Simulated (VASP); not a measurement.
# TePb (Fm-3m) in VASP: single point with LDA

Aim: the single point of TePb with LDA.

Everything below comes from runs of VASP 6.6.1. Logs are shortened: lines on timing, memory, paths and dates and some standing lists are left out, and cuts for length are marked.

**Experimental background.**

A printed reference work, monograph reports, for a bulk crystal of TePb at 4.2 K: band gap 0.19 eV (direct).

The results are compared with them further down.

## 1. The cell of the first run

Symmetry: Fm-3m, No. 225, cubic system. Conventional cell: a = 6.454 Å, b = 6.454 Å, c = 6.454 Å, α = 90.00°, β = 90.00°, γ = 90.00°. Within 4.2 Å of Te (site symmetry m-3m) lie 6 Pb at 3.23 Å. Within 4.2 Å of Pb (site symmetry m-3m) lie 6 Te at 3.23 Å.

## 2. Single point, LDA

INCAR

```
SYSTEM = TePb
PREC = Accurate
ENCUT = 520
EDIFF = 1E-6
ISMEAR = 0
SIGMA = 0.05
LREAL = .False.
LASPH = .True.
NELM = 80
ALGO = Normal
ISIF = 2
LWAVE = .False.
LCHARG = .False.
NBANDS = 17
```

KPOINTS

```
Automatic mesh
0
Gamma
  8 8 8
  0 0 0
```

POSCAR

```
TePb
1.0
    0.0000000000      3.2270000000      3.2270000000
    3.2270000000      0.0000000000      3.2270000000
    3.2270000000      3.2270000000      0.0000000000
Te Pb
1 1
Direct
    0.5000000000      0.5000000000      0.5000000000
    0.0000000000      0.0000000000      0.0000000000
```

Potentials or basis: VASP PAW LDA potentials, release 64 (Te, Pb_d).

On the command line:

```
> cat potpaw_LDA.64/Te/POTCAR potpaw_LDA.64/Pb_d/POTCAR > POTCAR
> mpirun -np 1 vasp_std > vasp.out
```

OUTCAR:

```text
SYSTEM = TePb
   PREC = Accurate
   ENCUT = 520
   EDIFF = 1E-6
   ISMEAR = 0
   LREAL = .False.
   LASPH = .True.
   NELM = 80
   ISIF = 2

 ion  position               nearest neighbor table
   1  0.500  0.500  0.500-   2 3.23   2 3.23   2 3.23   2 3.23   2 3.23   2 3.23
   2  0.000  0.000  0.000-   1 3.23   1 3.23   1 3.23   1 3.23   1 3.23   1 3.23

  LATTYP: Found a face centered cubic cell.
 ALAT       =     6.4540000000

  Lattice vectors:

 A1 = (   0.0000000000,   3.2270000000,   3.2270000000)
 A2 = (   3.2270000000,   0.0000000000,   3.2270000000)
 A3 = (   3.2270000000,   3.2270000000,   0.0000000000)

Analysis of symmetry for initial positions (statically):
=====================================================================
 Subroutine PRICEL returns:
 Original cell was already a primitive cell.

 Routine SETGRP: Setting up the symmetry group for a
 face centered cubic supercell.

 Subroutine GETGRP returns: Found 48 space group operations
 (whereof 48 operations were pure point group operations)
 out of a pool of 48 trial point group operations.

The static configuration has the point symmetry O_h .

Analysis of symmetry for dynamics (positions and initial velocities):
=====================================================================
 Subroutine PRICEL returns:
 Original cell was already a primitive cell.

 Routine SETGRP: Setting up the symmetry group for a
 face centered cubic supercell.

 Subroutine GETGRP returns: Found 48 space group operations
 (whereof 48 operations were pure point group operations)
 out of a pool of 48 trial point group operations.

The dynamic configuration has the point symmetry O_h .

 Subroutine INISYM returns: Found 48 space group operations
 (whereof 48 operations are pure point group operations),
 and found     1 'primitive' translations

----------------------------------------------------------------------------------------

                                     Primitive cell

  volume of cell :      67.2089

  direct lattice vectors                    reciprocal lattice vectors
     0.000000000  3.227000000  3.227000000    -0.154942671  0.154942671  0.154942671
     3.227000000  0.000000000  3.227000000     0.154942671 -0.154942671  0.154942671
     3.227000000  3.227000000  0.000000000     0.154942671  0.154942671 -0.154942671

  length of vectors
     4.563667166  4.563667166  4.563667166     0.268368579  0.268368579  0.268368579

  position of ions in fractional coordinates (direct lattice)
     0.500000000  0.500000000  0.500000000
     0.000000000  0.000000000  0.000000000

  ion indices of the primitive-cell ions
   primitive index   ion index
                 1           1
                 2           2

----------------------------------------------------------------------------------------

 KPOINTS: Automatic mesh

Automatic generation of k-mesh.
 Grid dimensions read from file:
 generate k-points for:    8    8    8

 Generating k-lattice:

  Cartesian coordinates                     Fractional coordinates (reciprocal lattice)
    -0.019367834  0.019367834  0.019367834     0.125000000  0.000000000  0.000000000
     0.019367834 -0.019367834  0.019367834     0.000000000  0.125000000  0.000000000
     0.019367834  0.019367834 -0.019367834     0.000000000  0.000000000  0.125000000

  Length of vectors
     0.033546072  0.033546072  0.033546072

  Shift w.r.t. Gamma in fractional coordinates (k-lattice)
     0.000000000  0.000000000  0.000000000

 Subroutine IBZKPT returns following result:
 ===========================================

 Found     29 irreducible k-points:

 Following reciprocal coordinates:
            Coordinates               Weight
  0.000000  0.000000  0.000000      1.000000
  0.125000  0.000000  0.000000      8.000000
  0.250000  0.000000  0.000000      8.000000
  0.375000  0.000000  0.000000      8.000000
  0.500000  0.000000  0.000000      4.000000
  0.125000  0.125000  0.000000      6.000000
[... 16 lines left out ...]
  0.500000  0.250000  0.125000     48.000000
 -0.375000  0.250000  0.125000     24.000000
 [... further k-points ...]
   k-points           NKPTS =     29   k-points in BZ     NKDIM =     29   number of bands    NBANDS=     17
   number of dos      NEDOS =    301   number of ions     NIONS =      2
   total plane-waves  NPLWV =  46656
   dimension x,y,z NGX =    36 NGY =   36 NGZ =   36
   dimension x,y,z NGXF=    72 NGYF=   72 NGZF=   72
   ions per type =               1   1
   NGX,Y,Z   is equivalent  to a cutoff of  13.11, 13.11, 13.11 a.u.
   NGXF,Y,Z  is equivalent  to a cutoff of  26.23, 26.23, 26.23 a.u.
 SYSTEM =  TePb
   PREC   = accura    normal or accurate (medium, high low for compatibility)
   ISTART =      0    job   : 0-new  1-cont  2-samecut
   ICHARG =      2    charge: 1-file 2-atom 10-const
   ISPIN  =      1    spin polarized calculation?
   LNONCOLLINEAR =      F non collinear calculations
   LSORBIT =      F    spin-orbit coupling
   LASPH  =      T    aspherical Exc in radial PAW
   ENCUT  =  520.0 eV  38.22 Ry    6.18 a.u.   8.49  8.49  8.49*2*pi/ulx,y,z
   NELM   =     80;   NELMIN=  2; NELMDL= -5     # of ELM steps
   EDIFF  = 0.1E-05   stopping-criterion for ELM
   LREAL  =      F    real-space projection
   EDIFFG = 0.1E-04   stopping-criterion for IOM
   NSW    =      0    number of steps for IOM
   IBRION =     -1    ionic relax: 0-MD 1-quasi-New 2-CG
   NFREE  =      0    steps in history (QN), initial steepest desc. (CG)
   ISIF   =      2    stress and relaxation
   ISYM   =      2    0-nonsym 1-usesym 2-fastsym
   POTIM  = 0.5000    time-step for ionic-motion
   TEBEG  =    0.0;   TEEND  =   0.0 temperature during run
   PSTRESS=    0.0 pullay stress
   NELECT =      20.0000    total number of electrons
   NUPDOWN=      -1.0000    fix difference up-down
   EMIN   =  10.00;   EMAX   =-10.00  energy-range for DOS
   EFERMI =   0.00;   METHOD = LEGACY
   ISMEAR =     0;   SIGMA  =   0.05  broadening in eV -4-tet -1-fermi 0-gaus
   EFERMI_NEDOS =   21; number of points for ismear=-14 and -15
   IALGO  =     38    algorithm
   IMIX   =      4    mixing-type and parameters
     AMIX     =   0.40;   BMIX     =  1.00
     AMIX_MAG =   1.60;   BMIX_MAG =  1.00
  volume/ion in A,a.u.               =      33.60       226.77
  Fermi-wavevector in a.u.,A,eV,Ry     =   1.092972  2.065418 16.253366  1.194589
  Thomas-Fermi vector in A             =   2.229249
   LORBIT       =      0    0 simple, 1 ext, 2 COOP (PROOUT), +10 PAW based schemes
   GGA     = CA    functional components
   LHFCALC =     F    Hartree Fock is set to
   AEXX    =    0.0000 exact exchange contribution
   IVDW    =     0    specifies the selected vdW correction
   LEPSILON=     F    determine dielectric tensor
   LRPA    =     F    only Hartree local field effects (RPA)
 non-spin polarized calculation
 Gauss-broadening in eV      SIGMA  =   0.05
  energy-cutoff  :      520.00
  volume of cell :       67.21
 maximum number of plane-waves:      1837
 NGX is ok and might be reduce to    36
   NGX = 17   NGY = 17   NGZ = 17

 number of electron      20.0000002 magnetization

 Free energy of the ion-electron system (eV)
  ---------------------------------------------------
  ext. energy  EPLUGINS =         0.00000000
  ---------------------------------------------------
  free energy    TOTEN  =        -8.76498819 eV

  energy without entropy =       -8.76498819  energy(sigma->0) =       -8.76498819

 E-fermi :   5.6799     XC(G=0):  -9.5909

 val. band max:        5.4610709368   @ k =   0.5000   0.0000   0.0000
 cond. band min:       6.0895601551   @ k =   0.5000   0.0000   0.0000
 fundamental gap:      0.6284892183
 Fermi energy:         5.6799158067

 k-point     1 :       0.0000    0.0000    0.0000
  band No.  band energies     occupation
      1     -11.2123      2.00000
      2     -11.2123      2.00000
      3     -11.1982      2.00000
      4     -11.1982      2.00000
      5     -11.1982      2.00000
      6      -6.6228      2.00000
[... 9 lines left out ...]
     16      11.2350      0.00000
     17      12.7195      0.00000

 k-point     2 :       0.1250    0.0000    0.0000
  band No.  band energies     occupation
      1     -11.2141      2.00000
      2     -11.2141      2.00000
      3     -11.1978      2.00000
      4     -11.1960      2.00000
      5     -11.1960      2.00000
      6      -6.4883      2.00000
[... 9 lines left out ...]
     16      11.5274      0.00000
     17      13.7988      0.00000

 k-point     3 :       0.2500    0.0000    0.0000
  band No.  band energies     occupation
      1     -11.2194      2.00000
      2     -11.2194      2.00000
      3     -11.1969      2.00000
      4     -11.1899      2.00000
      5     -11.1899      2.00000
      6      -6.1009      2.00000
[... 9 lines left out ...]
     16      12.3238      0.00000
     17      15.6850      0.00000

 k-point     4 :       0.3750    0.0000    0.0000
  band No.  band energies     occupation
      1     -11.2250      2.00000
      2     -11.2250      2.00000
      3     -11.1962      2.00000
      4     -11.1833      2.00000
      5     -11.1833      2.00000
      6      -5.5429      2.00000
[... 9 lines left out ...]
     16      13.5425      0.00000
     17      16.0942      0.00000

 k-point     5 :       0.5000    0.0000    0.0000
  band No.  band energies     occupation
      1     -11.2274      2.00000
      2     -11.2274      2.00000
      3     -11.1959      2.00000
      4     -11.1805      2.00000
      5     -11.1805      2.00000
      6      -5.1787      2.00000
[... 9 lines left out ...]
     16      14.6829      0.00000
     17      14.6829      0.00000

 k-point     6 :       0.1250    0.1250    0.0000
  band No.  band energies     occupation
      1     -11.2188      2.00000
      2     -11.2106      2.00000
      3     -11.1997      2.00000
      4     -11.1945      2.00000
      5     -11.1945      2.00000
      6      -6.4435      2.00000
[... 9 lines left out ...]
     16      12.0344      0.00000
     17      13.3281      0.00000

 k-point     7 :       0.2500    0.1250    0.0000
  band No.  band energies     occupation
      1     -11.2263      2.00000
      2     -11.2120      2.00000
      3     -11.1997      2.00000
      4     -11.1903      2.00000
      5     -11.1888      2.00000
      6      -6.1412      2.00000
[... 9 lines left out ...]
     16      12.8857      0.00000
     17      14.4174      0.00000

 k-point     8 :       0.3750    0.1250    0.0000
  band No.  band energies     occupation
      1     -11.2325      2.00000
      2     -11.2176      2.00000
      3     -11.1972      2.00000
      4     -11.1861      2.00000
      5     -11.1822      2.00000
      6      -5.6365      2.00000
[... 9 lines left out ...]
     16      14.0656      0.00000
     17      15.7543      0.00000
[... 203 lines left out ...]
      1     -11.2695      2.00000
      2     -11.2056      2.00000
      3     -11.2041      2.00000
      4     -11.1742      2.00000
      5     -11.1730      2.00000
      6      -4.9775      2.00000
[... 9 lines left out ...]
     16      15.6861      0.00000
     17      16.1163      0.00000

 k-point    20 :      -0.3750    0.3750    0.0000
  band No.  band energies     occupation
      1     -11.2606      2.00000
      2     -11.2108      2.00000
      3     -11.1992      2.00000
      4     -11.1785      2.00000
      5     -11.1749      2.00000
      6      -4.8330      2.00000
[... 9 lines left out ...]
     16      14.4821      0.00000
     17      16.3742      0.00000

 k-point    21 :       0.5000    0.5000    0.0000
  band No.  band energies     occupation
      1     -11.2772      2.00000
      2     -11.2086      2.00000
      3     -11.2006      2.00000
      4     -11.1711      2.00000
      5     -11.1711      2.00000
      6      -4.9269      2.00000
[... 9 lines left out ...]
     16      16.3859      0.00000
     17      16.4524      0.00000

 k-point    22 :       0.3750    0.2500    0.1250
  band No.  band energies     occupation
      1     -11.2350      2.00000
      2     -11.2132      2.00000
      3     -11.1994      2.00000
      4     -11.1855      2.00000
      5     -11.1844      2.00000
      6      -5.7797      2.00000
[... 9 lines left out ...]
     16      14.0989      0.00000
     17      14.4342      0.00000

 k-point    23 :       0.5000    0.2500    0.1250
  band No.  band energies     occupation
      1     -11.2406      2.00000
      2     -11.2177      2.00000
      3     -11.1956      2.00000
      4     -11.1841      2.00000
      5     -11.1799      2.00000
      6      -5.2827      2.00000
[... 9 lines left out ...]
     16      14.3484      0.00000
     17      15.4695      0.00000

 k-point    24 :      -0.3750    0.2500    0.1250
  band No.  band energies     occupation
      1     -11.2424      2.00000
      2     -11.2202      2.00000
      3     -11.1920      2.00000
      4     -11.1860      2.00000
      5     -11.1776      2.00000
      6      -4.9849      2.00000
[... 9 lines left out ...]
     16      15.2310      0.00000
     17      15.5113      0.00000

 [... further k-points ...]
[... 5 lines left out ...]
  --------------------------------------------------------------------------------------
  -------------------------------------------------------------------------------------
  Total       -0.6269018     -0.6269018     -0.6269018      0.0000000     -0.0000000      0.0000000
  in kB      -14.9445637    -14.9445637    -14.9445637      0.0000000     -0.0000000      0.0000000
  external PRESSURE =     -14.9445637 kB  Pullay stress =       0.0000000 kB

 VOLUME and BASIS-vectors are now :
 -----------------------------------------------------------------------------
  energy-cutoff  :      520.00
  volume of cell :       67.21
      direct lattice vectors                 reciprocal lattice vectors
     0.000000000  3.227000000  3.227000000    -0.154942671  0.154942671  0.154942671
     3.227000000  0.000000000  3.227000000     0.154942671 -0.154942671  0.154942671
     3.227000000  3.227000000  0.000000000     0.154942671  0.154942671 -0.154942671

 POSITION                                       TOTAL-FORCE (eV/Angst)
 -----------------------------------------------------------------------------------
      3.22700      3.22700      3.22700        -0.000000      0.000000     -0.000000
      0.00000      0.00000      0.00000         0.000000      0.000000      0.000000
 -----------------------------------------------------------------------------------
    total drift:                               -0.000000      0.000000      0.000000

  FREE ENERGIE OF THE ION-ELECTRON SYSTEM (eV)
  ---------------------------------------------------
  free  energy   TOTEN  =        -8.7649881897 eV

  energy  without entropy=       -8.7649881897  energy(sigma->0) =       -8.76498819
```

It took 11 s on 1 thread of Intel Xeon 6975P-C (Granite Rapids), shared host; peak memory 0.18 GiB.

What came out:

```yaml
Free_energy: -8.7650 eV
Pressure: -1.5 GPa
Band_gap_on_the_k_mesh: 0.63 eV, direct
```

Levels at points of the mesh, in eV from the valence-band top:
```
           k point  band 8  band 9  band 10  band 11  band 12  band 13
(0.00, 0.00, 0.00)   -1.36   -1.36    -1.36     3.99     3.99     3.99
(0.50, 0.00, 0.00)   -0.88   -0.88     0.00     0.63     1.20     1.20
(0.50, 0.50, 0.00)   -4.55   -2.83    -2.83     3.24     5.40     5.40
```

Caveat: spin-orbit coupling is left out, which moves the levels of the heavy elements.

## 3. Against experiment

Step 2. Measured gap of TePb: 0.19 eV (direct; 4.2 K; a printed reference work, monograph). This calculation gives 0.63 eV (+0.44 eV). Spin-orbit coupling on Pb, Te is left out. The value is that of LDA on a finite k mesh, which can miss the band edges, without temperature or zero-point motion.
